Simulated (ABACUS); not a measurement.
Input of an ABACUS 3.10.1 run:

INPUT

```
INPUT_PARAMETERS
suffix              PbSe
calculation         scf
basis_type          pw
pseudo_dir          ./
symmetry            1
dft_functional      pbesol
ecutwfc             87
pseudo_rcut         7
nspin               1
nbands              19
ks_solver           dav
smearing_method     fd
smearing_sigma      0.00367493
scf_thr             1e-08
scf_nmax            100
mixing_type         broyden
mixing_beta         0.7
cal_force           1
cal_stress          1
kpar                4
```

The input STRU:

```
ATOMIC_SPECIES
Pb 207.2000 Pb.upf
Se 78.9710 Se.upf

LATTICE_CONSTANT
1.8897261246

LATTICE_VECTORS
0.0000000000 3.0606500000 3.0606500000
3.0606500000 0.0000000000 3.0606500000
3.0606500000 3.0606500000 0.0000000000

ATOMIC_POSITIONS
Direct

Pb
0.0
1
0.0000000000 0.0000000000 0.0000000000 1 1 1

Se
0.0
1
0.5000000000 0.5000000000 0.5000000000 1 1 1
```

File KPT:

```
K_POINTS
0
Gamma
8 8 8 0 0 0
```

Potentials or basis: PseudoDojo NC SR 0.4.1 PBEsol standard, plane waves.

Launch:

```console
$ OMP_NUM_THREADS=1 mpirun -np 4 abacus > log
```

Question: Estimate the pressure.

Answer: -0.5 GPa.

Question: What does it give for the band gap on the k mesh?

Answer: 0.21 eV, direct.

Caveat: spin-orbit coupling is left out, which as a rule narrows the gap of such compounds by several tenths of an eV.

**What was measured.**

From a printed reference work, monograph, for a bulk crystal of PbSe at 300 K: band gap 0.28 eV (direct).

A measured gap of PbSe is 0.28 eV (direct; 300 K; a printed reference work, monograph); the calculated 0.21 eV misses it by -0.07 eV. 2 values of this kind are on record (0.15 to 0.28 eV); this one was drawn at random. Spin-orbit coupling on Pb, Se is left out. The value is that of PBEsol on a finite k mesh, which can miss the band edges, without temperature or zero-point motion. Semilocal functionals fall short of measured gaps as a rule.
